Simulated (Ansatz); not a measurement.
**Rb (hP4 type): how the settings move a single-point run**

How sensitive is a single-point run of Rb (hP4 type) to its settings? A reference run comes first, then one run with altered input.

Method: reference: DFT, PBE, PAW with Ansatz's default frozen-core files, scalar-relativistic, in Ansatz 0.2.0.

### Step 1. The structure to begin with

Symmetry: P6_3/mmc, No. 194, hexagonal system. The conventional cell has a = 5.105 Å, b = 5.105 Å, c = 16.220 Å, α = 90.00°, β = 90.00°, γ = 120.00°.

Structure file:

```cif
data_structure
_symmetry_space_group_name_H-M 'P6_3/mmc'
_symmetry_Int_Tables_number 194
_cell_length_a 5.1047
_cell_length_b 5.1047
_cell_length_c 16.2203
_cell_angle_alpha 90.000
_cell_angle_beta 90.000
_cell_angle_gamma 120.000
_cell_volume 366.05
loop_
_atom_site_label
_atom_site_type_symbol
_atom_site_symmetry_multiplicity
_atom_site_Wyckoff_symbol
_atom_site_fract_x
_atom_site_fract_y
_atom_site_fract_z
_atom_site_occupancy
Rb1 Rb 2 a 0.00000 0.00000 0.00000 1
Rb2 Rb 2 c 0.33333 0.66667 0.25000 1
```

### Step 2. The reference run

Input file input.yaml:

```yaml
crystal:
  lattice:
    - [5.1047240342, 0.0, 0.0]
    - [-2.5523620171, 4.4208206929, 0.0]
    - [0.0, 0.0, 16.2203248457]
  atoms:
    - { symbol: Rb, position: [0.0, 0.0, 0.0] }
    - { symbol: Rb, position: [0.0, 0.0, 0.5] }
    - { symbol: Rb, position: [0.3333333333, 0.6666666667, 0.25] }
    - { symbol: Rb, position: [0.6666666667, 0.3333333333, 0.75] }
kpoints:
  mp_grid: { grid: [6, 6, 4] }
scf:
  occupations: { method: fermi_dirac, width: 0.05 }
hamiltonian:
  xc: pbe
  pseudopotentials: { kind: paw }
output:
  forces: true
  stress: true
  eigenvalues: true
  write_density: true
  write_potential: true
  elf: true
  volumetric_format: npy
basis:
  ecutwfc: 250
```

Launch:

```sh
ansatz run input.yaml --threads 1 --pin off --max-ram 3072MiB --backend cpu --events-out ev --progress --plain --runs-dir out
```

### Step 3. Variant: n_extra_bands 4, ecutwfc left out

Changes to input.yaml since step 2:

```diff
@@ -12,4 +12,17 @@
   mp_grid: { grid: [6, 6, 4] }
+  band_path:
+    path:
+      - [0.0, 0.0, 0.0]
+      - [0.5, 0.0, 0.0]
+      - [0.3333333333, 0.3333333333, 0.0]
+      - [0.0, 0.0, 0.0]
+      - [0.0, 0.0, 0.5]
+      - [0.5, 0.0, 0.5]
+      - [0.3333333333, 0.3333333333, 0.5]
+      - [0.0, 0.0, 0.5]
+      - [0.5, 0.0, 0.5]
+    npoints: 8
 scf:
   occupations: { method: fermi_dirac, width: 0.05 }
+  n_extra_bands: 4
 hamiltonian:
@@ -21,7 +34,2 @@
   eigenvalues: true
-  write_density: true
-  write_potential: true
-  elf: true
-  volumetric_format: npy
-basis:
-  ecutwfc: 250
+  populations: true
```

What does the calculation give? Wanted: for each run, ending; energy change; pressure; gap; force.

As calculated:

```
                                 run     ending  energy change  pressure (GPa)  gap (eV)  force (eV/Å)  cycles   time
                           reference  converged              0             0.0      0.00          0.00       6  3.9 s
1: n_extra_bands 4, ecutwfc left out  converged  -7.7 meV/atom             0.0      0.00          0.00       6   14 s
```

Times don't compare one to one where runs were asked for different outputs or read a saved state (see the inputs); cycles may leave out searches for a lower state.

Residual by cycle in the longest SCF loop of each run; runs are numbered as in the table. The quantity is the density residual dr2, in eV.

```
cycle  reference   run 1
    1     4.7e-4  1.7e-4
    2     1.5e-4  1.2e-4
    3     3.8e-5  5.6e-5
    4     6.7e-6  7.0e-6
    5     3.5e-7  5.2e-7
    6     3.5e-8  5.1e-8
```

Changing the cutoff moves the energy by -7.7 meV/atom.
